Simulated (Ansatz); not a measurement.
# MgTe (zincblende): the band gap by level of theory

All numbers come from Ansatz. All values are calculated for a non-magnetic cell, which may be hypothetical.

Structure: MgTe (zincblende), at its r2SCAN minimum. It is cubic, F-43m (No. 216); a = 6.466 Å in the conventional setting, 33.80 Å³ an atom. Mg has 4 Te at 2.80 Å; Te has 4 Mg at 2.80 Å.

Gaps on the r2SCAN cell, each the least over its mesh and the special points:
```json
{"level": "PBE", "k mesh": "8×8×8", "gap (eV)": "2.42", "kind": "direct", "edges": "Γ", "least direct gap (eV)": "2.42", "rough cost": "6 core-seconds"}
{"level": "PBE+SOC", "k mesh": "8×8×8", "gap (eV)": "2.15", "kind": "direct", "edges": "Γ", "least direct gap (eV)": "2.15", "rough cost": "19 core-seconds"}
{"level": "r2SCAN", "k mesh": "8×8×8", "gap (eV)": "3.10", "kind": "direct", "edges": "Γ", "least direct gap (eV)": "3.10", "rough cost": "9 core-seconds"}
{"level": "HSE06", "k mesh": "6×6×6", "gap (eV)": "3.27", "kind": "direct", "edges": "Γ", "least direct gap (eV)": "3.27", "rough cost": "100 core-seconds"}
{"level": "PBE0", "k mesh": "6×6×6", "gap (eV)": "3.90", "kind": "direct", "edges": "Γ", "least direct gap (eV)": "3.90", "rough cost": "100 core-seconds"}
{"level": "G0W0@PBE (201 empty bands, 120 eV, 4×4×4)", "k mesh": "4×4×4", "gap (eV)": "3.60", "kind": "–", "edges": "Γ (mesh)", "least direct gap (eV)": "–", "rough cost": "60 core-seconds"}
```
PBE: smearing of 0.02 eV; the others have fixed occupations.
Wave cutoffs: 420 eV, 500 eV (r2SCAN).
The G0W0 gap is PBE's gap over the path plus the quasiparticle shift read on the mesh. The G0W0 figures hold for the stated bands, cutoff and mesh and aren't extrapolated.
Costs come from shared machines and give only the order; PBE's includes the band path. The runs had 2 threads of Arm Neoverse V2 (shared host).

HSE06 gives a direct gap of 3.27 eV at Γ. Spin-orbit coupling changes the PBE gap by -0.26 eV, to 2.15 eV; at Γ the threefold valence level splits into a fourfold and a twofold level 0.84 eV apart, the fourfold one on top.

Set against the finite-basis gap of 3.60 eV from G0W0@PBE (201 empty bands, 120 eV, 4×4×4), the closest functional is PBE0, which differs by +0.30 eV, at about 12 times r2SCAN's cost; G0W0 itself took about 7 times r2SCAN's cost. The others: HSE06 -0.33, r2SCAN -0.50, PBE -1.18 eV. The yardstick's own error is a tenth of an eV or more. r2SCAN covers 81 % of the step from PBE to HSE06, while HSE06 needs about 12 times r2SCAN's cost (on a coarser mesh). Spin-orbit coupling moves the least or the direct gap by up to 0.26 eV, so it has to be included where a tenth of an eV counts. Among these functionals the gap stays direct.

r2SCAN (ground state on 6×6×6): ε∞: 4.96 in all directions. Born charges, averaged over directions: Mg +1.92, Te -1.92 e.

Only the levels marked +SOC include spin-orbit coupling.
